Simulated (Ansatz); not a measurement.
# SnO: the cost of one run

Program: Ansatz 0.2.0. Level of theory: DFT PBE, scalar-relativistic, plane waves, PAW. These are calculated values, not measurements.

### 1 The system as given

The structure is tetragonal, space group P4/nmm (No. 129). Conventional cell: a = 3.799 Å, b = 3.799 Å, c = 4.841 Å, α = 90.00°, β = 90.00°, γ = 90.00°. Sn (site symmetry 4mm) is surrounded by 4 O at 2.22 Å. O (site symmetry -4m2) has 4 Sn at 2.22 Å in its first shell of neighbours.

As a file:

```
CELL_PARAMETERS angstrom
-7.59720 -7.59720 0.00000
7.59720 -7.59720 0.00000
0.00000 7.59720 9.68160
ATOMIC_POSITIONS crystal
Sn 0.93422 0.18422 0.61845
Sn 0.93422 0.18422 0.11845
Sn 0.68423 0.43423 0.61845
Sn 0.93422 0.68422 0.11845
Sn 0.43422 0.18422 0.61845
Sn 0.68423 0.43423 0.11845
Sn 0.93422 0.68422 0.61845
Sn 0.43422 0.18422 0.11845
Sn 0.68423 0.93422 0.11845
Sn 0.18422 0.43423 0.61845
Sn 0.43422 0.68422 0.11845
Sn 0.68423 0.93422 0.61845
Sn 0.18422 0.43423 0.11845
Sn 0.43422 0.68422 0.61845
Sn 0.18422 0.93422 0.11845
Sn 0.18422 0.93422 0.61845
Sn 0.81578 0.31577 0.38155
Sn 0.56577 0.06578 0.38155
Sn 0.81578 0.31577 0.88155
Sn 0.56577 0.06578 0.88155
Sn 0.81578 0.81578 0.88155
Sn 0.31578 0.31577 0.38155
Sn 0.56577 0.56578 0.88155
Sn 0.81578 0.81578 0.38155
Sn 0.06578 0.06578 0.38155
Sn 0.31578 0.31577 0.88155
Sn 0.56577 0.56578 0.38155
Sn 0.06578 0.06578 0.88155
Sn 0.31578 0.81578 0.88155
Sn 0.06578 0.56578 0.88155
Sn 0.31578 0.81578 0.38155
Sn 0.06578 0.56578 0.38155
O 0.00000 0.00000 0.00000
O 0.00000 0.00000 0.50000
O 0.00000 0.50000 0.50000
O 0.50000 0.00000 0.00000
O 0.75000 0.25000 0.50000
O 0.00000 0.50000 0.00000
O 0.50000 0.00000 0.50000
O 0.75000 0.25000 0.00000
O 0.50000 0.50000 0.50000
O 0.75000 0.75000 0.00000
O 0.25000 0.25000 0.50000
O 0.50000 0.50000 0.00000
O 0.75000 0.75000 0.50000
O 0.25000 0.25000 0.00000
O 0.25000 0.75000 0.00000
O 0.25000 0.75000 0.50000
O 0.75000 0.00000 0.00000
O 0.00000 0.25000 0.50000
O 0.75000 0.00000 0.50000
O 0.00000 0.25000 0.00000
O 0.75000 0.50000 0.50000
O 0.00000 0.75000 0.00000
O 0.25000 0.00000 0.00000
O 0.50000 0.25000 0.50000
O 0.75000 0.50000 0.00000
O 0.00000 0.75000 0.50000
O 0.25000 0.00000 0.50000
O 0.50000 0.25000 0.00000
O 0.25000 0.50000 0.50000
O 0.50000 0.75000 0.00000
O 0.25000 0.50000 0.00000
O 0.50000 0.75000 0.50000
```

The runs take a perfect supercell of 64 atoms; the defect goes to fractional position (0.934, 0.184, 0.619).

### 2 The perfect supercell

Input file input.yaml:

```yaml
crystal:
  lattice:
    - [-7.5972, -7.5972, 0.0]
    - [7.5972, -7.5972, 0.0]
    - [0.0, 7.5972, 9.6816]
  atoms:
    - { symbol: Sn, position: [0.934225, 0.184225, 0.61845] }
    - { symbol: Sn, position: [0.934225, 0.184225, 0.11845] }
    - { symbol: Sn, position: [0.684225, 0.434225, 0.61845] }
    - { symbol: Sn, position: [0.934225, 0.684225, 0.11845] }
    - { symbol: Sn, position: [0.434225, 0.184225, 0.61845] }
    - { symbol: Sn, position: [0.684225, 0.434225, 0.11845] }
    - { symbol: Sn, position: [0.934225, 0.684225, 0.61845] }
    - { symbol: Sn, position: [0.434225, 0.184225, 0.11845] }
    - { symbol: Sn, position: [0.684225, 0.934225, 0.11845] }
    - { symbol: Sn, position: [0.184225, 0.434225, 0.61845] }
    - { symbol: Sn, position: [0.434225, 0.684225, 0.11845] }
    - { symbol: Sn, position: [0.684225, 0.934225, 0.61845] }
    - { symbol: Sn, position: [0.184225, 0.434225, 0.11845] }
    - { symbol: Sn, position: [0.434225, 0.684225, 0.61845] }
    - { symbol: Sn, position: [0.184225, 0.934225, 0.11845] }
    - { symbol: Sn, position: [0.184225, 0.934225, 0.61845] }
    - { symbol: Sn, position: [0.815775, 0.315775, 0.38155] }
    - { symbol: Sn, position: [0.565775, 0.065775, 0.38155] }
    - { symbol: Sn, position: [0.815775, 0.315775, 0.88155] }
    - { symbol: Sn, position: [0.565775, 0.065775, 0.88155] }
    - { symbol: Sn, position: [0.815775, 0.815775, 0.88155] }
    - { symbol: Sn, position: [0.315775, 0.315775, 0.38155] }
    - { symbol: Sn, position: [0.565775, 0.565775, 0.88155] }
    - { symbol: Sn, position: [0.815775, 0.815775, 0.38155] }
    - { symbol: Sn, position: [0.065775, 0.065775, 0.38155] }
    - { symbol: Sn, position: [0.315775, 0.315775, 0.88155] }
    - { symbol: Sn, position: [0.565775, 0.565775, 0.38155] }
    - { symbol: Sn, position: [0.065775, 0.065775, 0.88155] }
    - { symbol: Sn, position: [0.315775, 0.815775, 0.88155] }
    - { symbol: Sn, position: [0.065775, 0.565775, 0.88155] }
    - { symbol: Sn, position: [0.315775, 0.815775, 0.38155] }
    - { symbol: Sn, position: [0.065775, 0.565775, 0.38155] }
    - { symbol: O, position: [0.0, 0.0, 0.0] }
    - { symbol: O, position: [0.0, 0.0, 0.5] }
    - { symbol: O, position: [0.0, 0.5, 0.5] }
    - { symbol: O, position: [0.5, 0.0, 0.0] }
    - { symbol: O, position: [0.75, 0.25, 0.5] }
    - { symbol: O, position: [0.0, 0.5, 0.0] }
    - { symbol: O, position: [0.5, 0.0, 0.5] }
    - { symbol: O, position: [0.75, 0.25, 0.0] }
    - { symbol: O, position: [0.5, 0.5, 0.5] }
    - { symbol: O, position: [0.75, 0.75, 0.0] }
    - { symbol: O, position: [0.25, 0.25, 0.5] }
    - { symbol: O, position: [0.5, 0.5, 0.0] }
    - { symbol: O, position: [0.75, 0.75, 0.5] }
    - { symbol: O, position: [0.25, 0.25, 0.0] }
    - { symbol: O, position: [0.25, 0.75, 0.0] }
    - { symbol: O, position: [0.25, 0.75, 0.5] }
    - { symbol: O, position: [0.75, 0.0, 0.0] }
    - { symbol: O, position: [0.0, 0.25, 0.5] }
    - { symbol: O, position: [0.75, 0.0, 0.5] }
    - { symbol: O, position: [0.0, 0.25, 0.0] }
    - { symbol: O, position: [0.75, 0.5, 0.5] }
    - { symbol: O, position: [0.0, 0.75, 0.0] }
    - { symbol: O, position: [0.25, 0.0, 0.0] }
    - { symbol: O, position: [0.5, 0.25, 0.5] }
    - { symbol: O, position: [0.75, 0.5, 0.0] }
    - { symbol: O, position: [0.0, 0.75, 0.5] }
    - { symbol: O, position: [0.25, 0.0, 0.5] }
    - { symbol: O, position: [0.5, 0.25, 0.0] }
    - { symbol: O, position: [0.25, 0.5, 0.5] }
    - { symbol: O, position: [0.5, 0.75, 0.0] }
    - { symbol: O, position: [0.25, 0.5, 0.0] }
    - { symbol: O, position: [0.5, 0.75, 0.5] }
basis:
  ecutwfc: 420
  fft_grid_basis: typed
kpoints:
  mp_grid: { grid: [1, 1, 1] }
hamiltonian:
  xc: pbe
  pseudopotentials: { kind: paw }
scf:
  occupations: { method: gaussian, width: 0.05 }
output:
  forces: true
  stress: false
  eigenvalues: true
  bader: false
  write_density: true
  volumetric_format: npy
```

The run is started by

```sh
$ ansatz run input.yaml --threads 8 --pin off --max-ram 16384MiB --backend cpu --events-out ev --progress --plain --runs-dir out
```

**Question.** How long does this run take on 8 threads of Arm Neoverse V1, shared host, and how much memory does it need?

About 6.3 s, with a peak of 1.5 GiB.
